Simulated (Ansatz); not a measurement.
The system is CuO (Tenorite).

```
Cu O
1.0
     2.34185   -1.71130    0.00000
     2.34185    1.71130    0.00000
    -0.85003    0.00000    5.05787
Cu O
2 2
Direct
  0.50000 0.00000 0.50000
  0.00000 0.50000 0.00000
  0.41840 0.58160 0.75000
  0.58160 0.41840 0.25000
```

| Item | Value |
| --- | --- |
| Program | Ansatz 0.2.0 |
| Task | relaxation of cell and atoms |
| Functional | r2SCAN |
| Potentials or basis | Ansatz PAW |
| Cutoff | 500 eV (not typed: the program's choice for these potentials) |
| k mesh | 10 × 10 × 5 |
| Occupations | fermi-dirac, width 0.05 eV |
| Spin | no spin polarisation |

At the start: volume 10.13 Å³/atom.

Problem. Where does the relaxation end?

Solution. It ends after 13 steps and the volume is 10.73 Å³/atom (+5.9 %); space group P4_2/mmc (No. 131, to 0.05 Å).

The path:
| step | energy change (eV) | largest force (eV/Å) | volume (Å³) |
| --- | --- | --- | --- |
| 1 | 0.0000 | 0.2855 | 40.54 |
| 2 | -0.0152 | 0.2394 | 40.77 |
| 3 | -0.0588 | 0.0518 | 41.29 |
| 4 | -0.0740 | 0.0003 | 42.96 |
| 5 | -0.0947 | 0.0611 | 42.99 |
| 6 | -0.0997 | 0.0009 | 42.75 |
| 7 | -0.1001 | 0.0009 | 42.77 |
| 8 | -0.1002 | 0.0007 | 42.77 |
| 9 | -0.1093 | 0.0003 | 42.77 |
| 10 | -0.1115 | 0.0253 | 42.98 |
| 11 | -0.1122 | 0.0002 | 42.92 |
| 12 | -0.1122 | 0.0011 | 42.93 |
| 13 | -0.1125 | 0.0011 | 42.93 |

Final structure:
```
CELL_PARAMETERS angstrom
2.04345 -2.04380 0.15903
2.04345 2.04380 0.15903
-0.39825 0.00000 5.10826
ATOMIC_POSITIONS crystal
Cu 0.50000 0.00000 0.50000
Cu 0.00000 0.50000 0.00000
O 0.50001 0.49999 0.75000
O 0.49999 0.50001 0.25000
```

Caveat: the plane-wave basis is chosen anew once the cell has moved, so the energies of steps on either side of that aren't comparable; the run has no spin polarisation, though such a crystal can be magnetic; the PAW data sets come from PBE, with cores solved anew for the run's functional, which leaves a small shift of forces and pressure.
